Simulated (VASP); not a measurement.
Write the native input for VASP 6.6.1 that does the following.

```yaml
Task: relaxation of cell and atoms
Functional: PBEsol
Potentials_or_basis: VASP PAW PBE potentials, release 64 (Rh)
Cutoff: 580 eV
k_mesh: 18 × 18 × 18
Occupations: gaussian, width 0.1 eV
Spin: no spin polarisation
Further_INCAR_settings: ALGO = Normal; EDIFF = 1e-07; IBRION = 2; EDIFFG = -0.005; NSW = 90; ISIF = 3
```

The structure of Rh lies in POSCAR:

```
Rh
1.0
    0.0000000000      1.9029860900      1.9029860900
    1.9029860900      0.0000000000      1.9029860900
    1.9029860900      1.9029860900      0.0000000000
Rh
1
Direct
    0.0000000000      0.0000000000      0.0000000000
```

One way to write it, as run:

INCAR

```
PREC = Accurate
ENCUT = 580
EDIFF = 1E-7
ISMEAR = 0
SIGMA = 0.1
LREAL = F
LASPH = T
NELM = 80
ALGO = Normal
ISIF = 3
LWAVE = F
LCHARG = F
GGA = PS
IBRION = 2
NSW = 90
EDIFFG = -0.005
```

KPOINTS

```
Automatic mesh
0
Gamma
  18 18 18
```

Potentials or basis: VASP PAW PBE potentials, release 64 (Rh).

Run with:

```bash
$ cat potpaw_PBE.64/Rh/POTCAR > POTCAR
$ mpirun -np 1 vasp_std > vasp.out
```

It gave:

- Relaxed volume: 13.45 Å³/atom
- Relaxed cell: a = 2.669 Å, b = 2.669 Å, c = 2.669 Å, α = 60.00°, β = 60.00°, γ = 60.00°
- Space group after relaxing (to 0.05 Å): Fm-3m (No. 225)
- Energy gained by relaxing: 7.5 meV/atom
- Ionic steps: 4
- Pressure after relaxing: 0.0 GPa
- Band gap on the k mesh: none (metal or under the smearing width)

Caveat: the PAW data sets were made with another functional, which shifts forces and pressure a little.

Run time: 41 s on 1 thread of AMD EPYC 9R45 96-Core Processor (Zen 5), with other jobs on the host, peak memory 0.14 GiB.
